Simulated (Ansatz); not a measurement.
Here is an Ansatz 0.2.0 calculation.

Contents of input.yaml:

```yaml
crystal:
  lattice:
    - [0.0, 2.3495, 2.3495]
    - [2.3495, 0.0, 2.3495]
    - [2.3495, 2.3495, 0.0]
  atoms:
    - { symbol: Cd, position: [0.0, 0.0, 0.0] }
    - { symbol: O, position: [0.5, 0.5, 0.5] }
hamiltonian:
  xc: pbesol
  pseudopotentials: { kind: paw }
kpoints:
  mp_grid: { grid: [10, 10, 10] }
  band_path:
    path:
      - [[0.0, 0.0, 0.0], [0.5, 0.0, 0.5], [0.5, 0.25, 0.75], [0.375, 0.375, 0.75], [0.0, 0.0, 0.0], [0.5, 0.5, 0.5], [0.625, 0.25, 0.625], [0.5, 0.25, 0.75], [0.5, 0.5, 0.5], [0.375, 0.375, 0.75]]
      - [[0.625, 0.25, 0.625], [0.5, 0.0, 0.5]]
    npoints: 14
scf:
  occupations: { method: fermi_dirac, width: 0.05 }
  n_extra_bands: 6
output:
  forces: true
  stress: true
  eigenvalues: true
  fatbands: false
```

Potentials or basis: Ansatz PAW.

Run with:

```bash
$ ansatz run input.yaml --threads 2 --pin off --max-ram 5632MiB --backend cpu --events-out ev --progress --plain --runs-dir out
```

Question: Estimate the band gap on the k mesh.

Answer: None (metal or under the smearing width).

Question: Estimate the pressure.

Answer: -0.8 GPa.

Levels at the corners of the path, in eV from the Fermi level:
| point | band 11 | band 12 | band 13 | band 14 | band 15 | band 16 |
| --- | --- | --- | --- | --- | --- | --- |
| Γ | -1.56 | -1.56 | -1.56 | -0.68 | 14.14 | 16.72 |
| X | -4.57 | -2.53 | -2.53 | 3.63 | 8.24 | 10.91 |
| W | -3.20 | -3.20 | -2.07 | 5.77 | 8.62 | 8.62 |
| K | -3.61 | -3.08 | -1.45 | 5.18 | 8.32 | 8.33 |
| Γ | -1.56 | -1.56 | -1.56 | -0.68 | 14.14 | 16.72 |
| L | -3.99 | -0.16 | -0.16 | 4.12 | 7.09 | 11.57 |
| U | -3.61 | -3.08 | -1.45 | 5.18 | 8.32 | 8.33 |
| W | -3.20 | -3.20 | -2.07 | 5.77 | 8.62 | 8.62 |
| L | -3.99 | -0.16 | -0.16 | 4.12 | 7.09 | 11.57 |
| K | -3.61 | -3.08 | -1.45 | 5.18 | 8.32 | 8.33 |
| U | -3.61 | -3.08 | -1.45 | 5.18 | 8.32 | 8.33 |
| X | -4.57 | -2.53 | -2.53 | 3.63 | 8.24 | 10.91 |

Caveat: the pressure holds a Pulay correction of +0.5 GPa for the finite cutoff; the PAW data sets come from PBE, with cores solved anew for the run's functional, which leaves a small shift of forces and pressure; this crystal is a semiconductor, whose small gap the functional closes, so the metal is an error of the method.
